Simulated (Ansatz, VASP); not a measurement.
# One calculation of Au, two programs

INCAR

```
  PREC = Accurate
  ENCUT = 520
  EDIFF = 1E-8
  ISMEAR = -1
  SIGMA = 0.03
  LREAL = False
  LASPH = True
  NELM = 80
  ALGO = Normal
  ISIF = 2
  LWAVE = False
  LCHARG = False
  GGA = PS
  LEFG = True
  NBANDS = 18
```

KPOINTS

```
regular mesh
0
Gamma
  14 14 8
```

Contents of POSCAR:

```
Au
1.0
    2.9568755643      0.0000000000      0.0000000000
   -1.4784377821      2.5607293545      0.0000000000
    0.0000000000      0.0000000000      4.9757105734
Au
2
Direct
    0.3333333333      0.6666666667      0.7500000000
    0.6666666667      0.3333333333      0.2500000000
```

Input for Ansatz:

```yaml
crystal:
  lattice:
    - [2.9568755643, 0.0, 0.0]
    - [-1.4784377821, 2.5607293545, 0.0]
    - [0.0, 0.0, 4.9757105734]
  atoms:
    - { symbol: Au, position: [0.3333333333, 0.6666666667, 0.75] }
    - { symbol: Au, position: [0.6666666667, 0.3333333333, 0.25] }
kpoints:
  mp_grid: { grid: [14, 14, 8] }
scf:
  occupations: { method: fermi_dirac, width: 0.03 }
hamiltonian:
  xc: pbesol
  pseudopotentials: { kind: paw }
output:
  forces: true
  stress: true
  eigenvalues: true
  efg: { contact_densities: true }
```

Change from the starting cell: volume scaled by 1.06, PAW files.

Alike in both runs: task electric field gradients; functional PBEsol; k mesh 14 × 14 × 8; occupations fermi-dirac, width 0.03 eV; no spin polarisation.

```csv
,VASP,Ansatz
version,VASP 6.6.1,Ansatz 0.2.0
potentials or method,"VASP PAW PBE potentials, release 64 (Au)","PAW with Ansatz's default frozen-core files, scalar-relativistic"
plane-wave cutoff (eV),520,420
valence electrons in the cell,22,38
```

|  | VASP | Ansatz | Ansatz less VASP |
| --- | --- | --- | --- |
| pressure (GPa) | -13.0 | -12.8 | +0.18 |
| largest component of the traceless stress (GPa) | 0.25 | 0.26 | +0.008 |
| Vzz of the field gradient on the site that differs most (V/Å²) | 17.7 | 6.3 | -11.38 |

The two sets of potentials don't hold the same shells in valence. Ansatz warned: «gradients_without_spin_orbit».

Caveats: the PAW data sets were made with another functional, which shifts forces and pressure a little (VASP). Spin-orbit coupling is left out, which matters for the levels of Au.
